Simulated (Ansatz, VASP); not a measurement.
**LiF: VASP beside Ansatz**

File INCAR:

```
SYSTEM = LiF
PREC = Accurate ; ENCUT = 520
EDIFF = 1E-8 ; ISMEAR = -1
SIGMA = 0.03 ; LREAL = .FALSE.
LASPH = .TRUE. ; NELM = 60
ALGO = Normal ; ISIF = 2
LWAVE = .FALSE. ; LCHARG = .FALSE.
GGA = CA ; LEFG = .TRUE.
NBANDS = 12
```

Contents of KPOINTS:

```
regular mesh
0
G
  10 10 10
  0 0 0
```

File POSCAR:

```
LiF
1.0
    0.0000000000      2.0273381370      2.0273381370
    2.0273381370      0.0000000000      2.0273381370
    2.0273381370      2.0273381370      0.0000000000
Li F
1 1
Direct
    0.0000000000      0.0000000000      0.0000000000
    0.5000000000      0.5000000000      0.5000000000
```

Input for Ansatz:

```yaml
crystal:
  lattice:
    - [0.0, 2.027338137, 2.027338137]
    - [2.027338137, 0.0, 2.027338137]
    - [2.027338137, 2.027338137, 0.0]
  atoms:
    - { symbol: Li, position: [0.0, 0.0, 0.0] }
    - { symbol: F, position: [0.5, 0.5, 0.5] }
kpoints:
  mp_grid: { grid: [10, 10, 10] }
scf:
  occupations: { method: fermi_dirac, width: 0.03 }
hamiltonian:
  xc: lda
  pseudopotentials: { kind: paw }
output:
  forces: true
  stress: true
  eigenvalues: true
  efg: { contact_densities: true }
  write_density: true
  write_potential: true
  elf: true
  volumetric_format: npy
```

Change from the starting cell: volume scaled by 1.02, PAW files.

Alike in both runs: task electric field gradients; functional LDA; k mesh 10 × 10 × 10; occupations fermi-dirac, width 0.03 eV; no spin polarisation.

|  | VASP | Ansatz |
| --- | --- | --- |
| version | VASP 6.6.1 | Ansatz 0.2.0 |
| potentials or method | VASP PAW LDA potentials, release 64 (Li_sv, F) | PAW with Ansatz's default frozen-core files, scalar-relativistic |
| plane-wave cutoff (eV) | 520 | 420 |
| valence electrons in the cell | 10 | 10 |

```csv
,VASP,Ansatz,Ansatz less VASP
gap on the k mesh at the Fermi level (eV),8.66,8.67,+0.011
Vzz of the field gradient on the site that differs most (V/Å²),0.0,0.0,0.00
```

 A k mesh can miss the band edges.
